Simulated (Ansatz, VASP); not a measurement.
Given: the input of a run of Ansatz 0.2.0 on TiAl.

File input.yaml:

```yaml
crystal:
  lattice:
    - [2.8087302532, 0.0, 0.0]
    - [-1.4043651265, 2.4324317516, 0.0]
    - [0.0, 0.0, 4.5825851222]
  atoms:
    - { symbol: Ti, position: [0.0, 0.0, 0.0] }
    - { symbol: Al, position: [0.3333333333, 0.6666666667, 0.5] }
hamiltonian:
  xc: pbesol
  pseudopotentials: { kind: paw }
kpoints:
  mp_grid: { grid: [11, 11, 6] }
scf:
  occupations: { method: fermi_dirac, width: 0.05 }
output:
  forces: true
  stress: true
  eigenvalues: true
```

Potentials or basis: Ansatz PAW.

The run is started by

```sh
$ ansatz run input.yaml --threads 1 --pin off --max-ram 3584MiB --backend cpu --events-out ev --progress --plain --runs-dir out
```

**Question.** Set up the same calculation for VASP 6.6.1. Potentials there: VASP PAW PBE potentials, release 64 (Ti_sv, Al).

**Answer.** As run (the cutoff follows the program's own potentials):

Contents of INCAR:

```
PREC = Accurate
ENCUT = 520
EDIFF = 1E-7
ISMEAR = -1
SIGMA = 0.05
LREAL = F
LASPH = T
NELM = 80
ALGO = Normal
ISIF = 2
LWAVE = F
LCHARG = F
GGA = PS
NBANDS = 14
```

File KPOINTS:

```
regular mesh
0
Gamma
  11 11 6
```

Contents of POSCAR:

```
TiAl
1.0
    2.8087302532      0.0000000000      0.0000000000
   -1.4043651265      2.4324317516      0.0000000000
    0.0000000000      0.0000000000      4.5825851222
Ti Al
1 1
Direct
    0.0000000000      0.0000000000      0.0000000000
    0.3333333333      0.6666666667      0.5000000000
```

Potentials or basis: VASP PAW PBE potentials, release 64 (Ti_sv, Al).

The run is started by

```console
$ cat potpaw_PBE.64/Ti_sv/POTCAR potpaw_PBE.64/Al/POTCAR > POTCAR
$ mpirun -np 1 vasp_std > vasp.out
```

Both were run:

|  | VASP | Ansatz | Ansatz less VASP |
| --- | --- | --- | --- |
| gap on the k mesh at the Fermi level (eV) | none | none | - |
| pressure (GPa) | 4.2 | 4.2 | +0.03 |
| largest component of the traceless stress (GPa) | 0.20 | 0.28 | +0.083 |

A gap of «none» marks a metal or a gap that the smearing closes. With one functional, cell and mesh, what is left measures potentials, basis and numerics.

Caveats: the PAW data sets were made with another functional, which shifts forces and pressure a little (VASP); the PAW data sets come from PBE, with cores solved anew for the run's functional, which leaves a small shift of forces and pressure (Ansatz).
